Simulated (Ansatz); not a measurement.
# Ba under changes of volume

One of the cells (65.481 Å³/atom); the others are scaled copies at fixed shape and fractional positions:

```xyz
4
Lattice="-4.1312 4.1312 3.8368 4.1312 -4.1312 3.8368 4.1312 4.1312 -3.8368" Properties=species:S:1:pos:R:3 pbc="T T T"
Ba    1.5026    5.6338    0.0000
Ba    2.6286   -1.5026    3.8368
Ba    2.6286    1.5026    0.0000
Ba    1.5026    2.6286    3.8368
```

This isn't the form of Ba at room conditions, which is bcc.

| Quantity | Value |
| --- | --- |
| Program | Ansatz 0.2.0 |
| Functional | PBE |
| Potentials or basis | Ansatz PAW |
| Cutoff | 420 eV (not typed: the program's choice for these potentials) |
| k mesh | 5 × 5 × 5 |
| Occupations | fermi-dirac, width 0.05 eV |
| Spin | no spin polarisation |

```tsv
volume (Å³/atom)	energy over the lowest point (meV/atom)	pressure (GPa)	largest force (eV/Å)
61.552	1.88	0.3	0.072
62.862	0.31	0.1	0.084
64.172	0.00	0.0	0.095
65.481	?	?	?
66.791	2.78	-0.3	0.114
68.101	5.69	-0.4	0.122
69.410	9.51	-0.5	0.130
```

Task: What does the run at 65.481 Å³/atom give?

Result: Energy over the lowest point 0.86 meV/atom; pressure -0.2 GPa; largest force 0.105 eV/Å.

Worked out: A Birch-Murnaghan fit of order 3 (a polynomial in V^(-2/3)) to the other rows has its minimum at 63.85 Å³/atom with B0 = V·E''(V) = 7.1 GPa and B' = 3.0 at fixed shape and positions, which overstates the stiffness. It gives 0.85 meV/atom at 65.481 Å³/atom, against the run's 0.86, and -dE/dV = -0.2 GPa, against -0.2.

Energies are extrapolated to zero smearing.
